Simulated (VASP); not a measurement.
Set up this calculation in VASP 6.6.1, as the native input.

```yaml
Task: relaxation of cell and atoms
Functional: PBE
Dispersion: D3(BJ)
Potentials_or_basis: VASP PAW PBE potentials, release 64 (P)
Cutoff: 600 eV
k_mesh: 10 × 8 × 1
Occupations: gaussian, width 0.03 eV
Spin: no spin polarisation
Further_INCAR_settings: ALGO = Normal; EDIFF = 1e-06; IBRION = 2; EDIFFG = -0.01; NSW = 90; ISIF = 3
```

The structure of P lies in POSCAR:

```
P
1.0
    3.3164000000      0.0000000000      0.0000000000
    0.0000000000      4.3793000000      0.0000000000
    0.0000000000      0.0000000000     25.3727681600
P
8
Direct
    0.0000000000      0.5806800000      0.3547110000
    0.5000000000      0.9193200000      0.3547110000
    0.5000000000      0.0806800000      0.4386895500
    0.0000000000      0.4193200000      0.4386895500
    0.5000000000      0.5806800000      0.5613104500
    0.0000000000      0.9193200000      0.5613104500
    0.0000000000      0.0806800000      0.6452890000
    0.5000000000      0.4193200000      0.6452890000
```

The slab is cut from a database's or a generator's crystal, which needn't be the stable form of the element.

These files were run (other wordings do the same):

INCAR

```
ALGO = Normal
EDIFF = 1E-6
EDIFFG = -0.01
ENCUT = 600
GGA = PE
IBRION = 2
ISIF = 3
ISMEAR = 0
IVDW = 12
KPAR = 4
LASPH = T
LATTICE_CONSTRAINTS = .TRUE. .TRUE. .FALSE.
LCHARG = F
LREAL = F
LWAVE = F
NELM = 80
NSW = 90
PREC = Accurate
SIGMA = 0.03
```

KPOINTS

```
k-points
0
Gamma
  10 8 1
```

Potentials or basis: VASP PAW PBE potentials, release 64 (P).

Run with:

```console
$ cat potpaw_PBE.64/P/POTCAR > POTCAR
$ mpirun -np 4 vasp_std > vasp.out
```

It gave:

```yaml
Relaxed_volume: 45.33 Å³/atom
Relaxed_cell: a = 3.302 Å, b = 4.328 Å, c = 25.373 Å, α = 90.00°, β = 90.00°, γ = 90.00°
Space_group_after_relaxing_to_0.05_Å: Pbcm (No. 57)
Energy_gained_by_relaxing: 2.1 meV/atom
Ionic_steps: 21
Largest_force_after_relaxing: 0.006 eV/Å
Band_gap_on_the_k_mesh: 0.14 eV, direct
Dispersion_energy_per_atom: -0.316 eV
```

Run time: 13 min on 4 MPI ranks on Intel(R) Xeon(R) 6975P-C (Granite Rapids) (shared host), peak memory 0.67 GiB a rank.
